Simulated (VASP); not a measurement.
# Sc in VASP: notebook, part 2 of 2

VASP 6.6.1. Earlier steps stand in the parts before.

### Step 3. Single point, PBE

This run uses another cell than the first one, of 58.02 Å³/atom, 1.275 times its volume.

INCAR reads:

```
ALGO     = Normal         # electronic algorithm
DIPOL    = 0.5 0.5 0.500
EDIFF    = 1E-8           # SCF threshold, eV
ENCUT    = 750            # plane-wave cutoff, eV
GGA      = PE             # functional
IDIPOL   = 3            
ISIF     = 2              # what is computed and relaxed
ISMEAR   = 1              # smearing method
LASPH    = True           # aspherical terms in the spheres
LCHARG   = False          # write CHGCAR
LDIPOL   = True         
LREAL    = False          # projectors in reciprocal space
LVACPOTAV= True         
LVHAR    = True         
LWAVE    = False          # write WAVECAR
NBANDS   = 40             # bands
NELM     = 120            # most SCF steps
PREC     = Accurate       # precision mode
SIGMA    = 0.1            # smearing width, eV
```

KPOINTS reads:

```
k-points
0
Gamma
  18 18 1
```

POSCAR reads:

```
Sc
1.0
    3.2109718934      0.0000000000      0.0000000000
   -1.6054859467      2.7807832305      0.0000000000
    0.0000000000      0.0000000000     32.4869902896
Sc
5
Direct
    0.6666666667      0.3333333333      0.3385970785
    0.3333333333      0.6666666667      0.4192985392
    0.0000000000      0.0000000000      0.5000000000
    0.6666666667      0.3333333333      0.5807014608
    0.3333333333      0.6666666667      0.6614029215
```

Potentials or basis: VASP PAW PBE potentials, release 64 (Sc_sv).

Launch:

```
$ cat potpaw_PBE.64/Sc_sv/POTCAR > POTCAR
$ mpirun -np 1 vasp_std > vasp.out
```

OUTCAR:

```text
EDIFF = 1E-8
   ENCUT = 750
   GGA = PE
   ISIF = 2
   ISMEAR = 1
   LASPH = True
   LREAL = False
   NELM = 120
   PREC = Accurate

 ion  position               nearest neighbor table
   1  0.667  0.333  0.339-   2 3.21   2 3.21   2 3.21
   2  0.333  0.667  0.419-   1 3.21   1 3.21   1 3.21   3 3.21   3 3.21   3 3.21
   3  0.000  0.000  0.500-   2 3.21   4 3.21   2 3.21   4 3.21   4 3.21   2 3.21
   4  0.667  0.333  0.581-   5 3.21   5 3.21   5 3.21   3 3.21   3 3.21   3 3.21
   5  0.333  0.667  0.661-   4 3.21   4 3.21   4 3.21

[... 1222 lines left out ...]
  -------------------------------------------------------------------------------------
  Total        1.3495640      1.3495640      0.9378224      0.0000000     -0.0000000     -0.0000000
  in kB        7.4540269      7.4540269      5.1798605      0.0000000     -0.0000000     -0.0000000
  external PRESSURE =       6.6959715 kB  Pullay stress =       0.0000000 kB

 VOLUME and BASIS-vectors are now :
 -----------------------------------------------------------------------------
  energy-cutoff  :      750.00
  volume of cell :      290.08
      direct lattice vectors                 reciprocal lattice vectors
     3.210971893  0.000000000  0.000000000     0.311432187  0.179805457  0.000000000
    -1.605485947  2.780783230  0.000000000     0.000000000  0.359610914  0.000000000
     0.000000000  0.000000000 32.486990290     0.000000000  0.000000000  0.030781553

 POSITION                                       TOTAL-FORCE (eV/Angst)
 -----------------------------------------------------------------------------------
      1.60549      0.92693     11.00000         0.000000      0.000000      0.031702
     -0.00000      1.85386     13.62175        -0.000000     -0.000000     -0.245246
      0.00000      0.00000     16.24350         0.000000      0.000000      0.000000
      1.60549      0.92693     18.86524         0.000000      0.000000      0.245246
     -0.00000      1.85386     21.48699        -0.000000      0.000000     -0.031702
 -----------------------------------------------------------------------------------
    total drift:                                0.000000     -0.000000      0.000000

  FREE ENERGIE OF THE ION-ELECTRON SYSTEM (eV)
  ---------------------------------------------------
  free  energy   TOTEN  =       -29.5964283716 eV

  energy  without entropy=      -29.5886949829  energy(sigma->0) =      -29.59385058

 vacuum level on the upper side and lower side of the slab         3.225         3.225
```

Wall time 44 min (1 thread of AMD EPYC 7R43 (Zen 3), shared host); peak memory 0.82 GiB.

What came out:

- Free energy: -29.5964 eV
- Largest force: 0.245 eV/Å
- Band gap on the k mesh: none (metal or under the smearing width)
- Work function of the upper face: 3.63 eV
- Work function of the lower face: 3.63 eV

Forces on the atoms (eV/Å):
```
Sc   0.000  0.000  0.032
Sc   0.000  0.000 -0.245
Sc   0.000  0.000  0.000
Sc   0.000  0.000  0.245
Sc   0.000  0.000 -0.032
```

### Step 4. Single point, PBE

This run uses another cell than the first one, of 40.16 Å³/atom, 0.882 times its volume.

Changes to INCAR since step 3:

```diff
@@ -2,4 +2,4 @@
 DIPOL    = 0.5 0.5 0.500
-EDIFF    = 1E-8           # SCF threshold, eV
-ENCUT    = 750            # plane-wave cutoff, eV
+EDIFF    = 1E-7           # SCF threshold, eV
+ENCUT    = 340            # plane-wave cutoff, eV
 GGA      = PE             # functional
```

KPOINTS reads:

```
k-points
0
Gamma
  6 6 1
```

POSCAR reads:

```
Sc
1.0
    3.2109718934      0.0000000000      0.0000000000
   -1.6054859467      2.7807832305      0.0000000000
    0.0000000000      0.0000000000     22.4869902896
Sc
5
Direct
    0.6666666667      0.3333333333      0.2668209450
    0.3333333333      0.6666666667      0.3834104725
    0.0000000000      0.0000000000      0.5000000000
    0.6666666667      0.3333333333      0.6165895275
    0.3333333333      0.6666666667      0.7331790550
```

Launch:

```
$ cat potpaw_PBE.64/Sc_sv/POTCAR > POTCAR
$ mpirun -np 1 vasp_std > vasp.out
```

Run time: 98 s. Hardware: 1 thread of AMD EPYC 7R43 (Zen 3), shared host; peak memory 0.18 GiB.

These settings aren't checked as converged: the numbers below hold their error.

What came out:

* Free energy: -29.5949 eV
* Largest force: 0.267 eV/Å
* Band gap on the k mesh: none (metal or under the smearing width)
* Work function of the upper face: 3.65 eV
* Work function of the lower face: 3.65 eV

Caveat: the k mesh is coarse (spacing up to 0.38 Å⁻¹), so the values aren't converged.

### Step 5. Single point, PBE

This run uses another cell than the first one, of 40.16 Å³/atom, 0.882 times its volume.

Changes to INCAR since step 4:

```diff
@@ -3,3 +3,3 @@
 EDIFF    = 1E-7           # SCF threshold, eV
-ENCUT    = 340            # plane-wave cutoff, eV
+ENCUT    = 520            # plane-wave cutoff, eV
 GGA      = PE             # functional
```

KPOINTS is that of step 4.

POSCAR is that of step 4.

Launch:

```
$ cat potpaw_PBE.64/Sc_sv/POTCAR > POTCAR
$ mpirun -np 1 vasp_std > vasp.out
```

Run time: 2.3 min. Hardware: 1 thread of AMD EPYC 7R43 (Zen 3), shared host; peak memory 0.25 GiB.

The run converged, but some of its settings lie outside the range that counts as converged, so its numbers aren't taken as properties of the slab.

What came out:

```
Free energy                     : -29.6004 eV
Largest force                   : 0.267 eV/Å
Band gap on the k mesh          : none (metal or under the smearing width)
Work function of the upper face : 3.66 eV
Work function of the lower face : 3.66 eV
```

Caveat: the k mesh is coarse (spacing up to 0.38 Å⁻¹), so the values aren't converged.

### Step 6. Single point, PBE

This run uses another cell than the first one, of 33.01 Å³/atom, 0.725 times its volume.

Changes to INCAR since step 5:

```diff
@@ -3,3 +3,3 @@
 EDIFF    = 1E-7           # SCF threshold, eV
-ENCUT    = 520            # plane-wave cutoff, eV
+ENCUT    = 460            # plane-wave cutoff, eV
 GGA      = PE             # functional
```

KPOINTS reads:

```
k-points
0
Gamma
  10 10 1
```

POSCAR reads:

```
Sc
1.0
    3.2109718934      0.0000000000      0.0000000000
   -1.6054859467      2.7807832305      0.0000000000
    0.0000000000      0.0000000000     18.4869902896
Sc
5
Direct
    0.6666666667      0.3333333333      0.2163683724
    0.3333333333      0.6666666667      0.3581841862
    0.0000000000      0.0000000000      0.5000000000
    0.6666666667      0.3333333333      0.6418158138
    0.3333333333      0.6666666667      0.7836316276
```

Potentials or basis: VASP PAW PBE potentials, release 64 (Sc_sv).

Launch:

```
$ cat potpaw_PBE.64/Sc_sv/POTCAR > POTCAR
$ mpirun -np 1 vasp_std > vasp.out
```

OUTCAR:

```text
EDIFF = 1E-7
   ENCUT = 460
   GGA = PE
   ISIF = 2
   ISMEAR = 1
   LASPH = True
   LREAL = False
   NELM = 120
   PREC = Accurate

 Found     14 irreducible k-points:

 Following reciprocal coordinates:
            Coordinates               Weight
  0.000000  0.000000  0.000000      1.000000
  0.100000 -0.000000  0.000000      6.000000
  0.200000 -0.000000  0.000000      6.000000
[... 340 lines left out ...]
  FORCE on cell =-STRESS in cart. coord.  units (eV):
  Direction    XX          YY          ZZ          XY          YZ          ZX
  --------------------------------------------------------------------------------------
  -------------------------------------------------------------------------------------
  Total        1.2423120      1.2423120      0.8251532      0.0000000      0.0000000      0.0000000
  in kB       12.0578923     12.0578923      8.0089452      0.0000000      0.0000000      0.0000000
  external PRESSURE =      10.7082433 kB  Pullay stress =       0.0000000 kB

 VOLUME and BASIS-vectors are now :
 -----------------------------------------------------------------------------
  energy-cutoff  :      460.00
  volume of cell :      165.07
      direct lattice vectors                 reciprocal lattice vectors
     3.210971893  0.000000000  0.000000000     0.311432187  0.179805457  0.000000000
    -1.605485947  2.780783230  0.000000000     0.000000000  0.359610914  0.000000000
     0.000000000  0.000000000 18.486990290     0.000000000  0.000000000  0.054092093

 POSITION                                       TOTAL-FORCE (eV/Angst)
 -----------------------------------------------------------------------------------
      1.60549      0.92693      4.00000         0.000000      0.000000      0.022517
     -0.00000      1.85386      6.62175        -0.000000      0.000000     -0.248966
      0.00000      0.00000      9.24350         0.000000      0.000000     -0.000000
      1.60549      0.92693     11.86524        -0.000000     -0.000000      0.248966
     -0.00000      1.85386     14.48699        -0.000000      0.000000     -0.022517
 -----------------------------------------------------------------------------------
    total drift:                               -0.000000     -0.000000      0.000000

  FREE ENERGIE OF THE ION-ELECTRON SYSTEM (eV)
  ---------------------------------------------------
  free  energy   TOTEN  =       -29.6006979093 eV

  energy  without entropy=      -29.5936965925  energy(sigma->0) =      -29.59836414
```

OSZICAR:

```text
N       E                     dE             d eps       ncg     rms          rms(c)
DAV:   1     0.109111381475E+04    0.10911E+04   -0.23183E+04  1184   0.124E+03
DAV:   2     0.333828958489E+02   -0.10577E+04   -0.10420E+04  1480   0.635E+02
DAV:   3    -0.320169789423E+02   -0.65400E+02   -0.63116E+02  1824   0.221E+02
[... 12 lines left out ...]
DAV:  16    -0.296006174529E+02   -0.22345E-03   -0.51627E-04  1448   0.773E-02    0.151E-02
DAV:  17    -0.296006726398E+02   -0.55187E-04   -0.10070E-04  1648   0.360E-02    0.556E-03
DAV:  18    -0.296006958118E+02   -0.23172E-04   -0.34910E-05  1376   0.155E-02    0.200E-03
DAV:  19    -0.296006976439E+02   -0.18321E-05   -0.42677E-06  1480   0.640E-03    0.114E-03
DAV:  20    -0.296006979592E+02   -0.31528E-06   -0.35702E-07  1104   0.279E-03    0.617E-04
DAV:  21    -0.296006979093E+02    0.49933E-07   -0.13212E-07  1008   0.177E-03
   1 F= -.29600698E+02 E0= -.29598364E+02  d E =-.700132E-02
```

stdout:

```text
POSCAR found type information on POSCAR Sc
 POSCAR found :  1 types and       5 ions
 scaLAPACK will be used
 LDA part: xc-table for (Slater+PW92), standard interpolation
 POSCAR, INCAR and KPOINTS ok, starting setup
 FFT: planning ... GRIDC
[... 61 lines left out ...]
|           W    W  A    A  R    R  N    N  II  N    N   GGGG   !!!           |
|                                                                             |
|     Did not find any points to average over, which means that no vacuum     |
|     field-free region was found. Please increase the size of  your cell     |
|     in the dimension of the dipole correction to obtain accurate            |
|     workfunction values.                                                    |
|                                                                             |
 -----------------------------------------------------------------------------
```

Run time: 3.2 min. Hardware: 1 thread of AMD EPYC 7R43 (Zen 3), shared host; peak memory 0.24 GiB.

These settings aren't checked as converged: the numbers below hold their error.

Results:

| Quantity | Value |
| --- | --- |
| Free energy | -29.6007 eV |
| Largest force | 0.249 eV/Å |
| Band gap on the k mesh | none (metal or under the smearing width) |
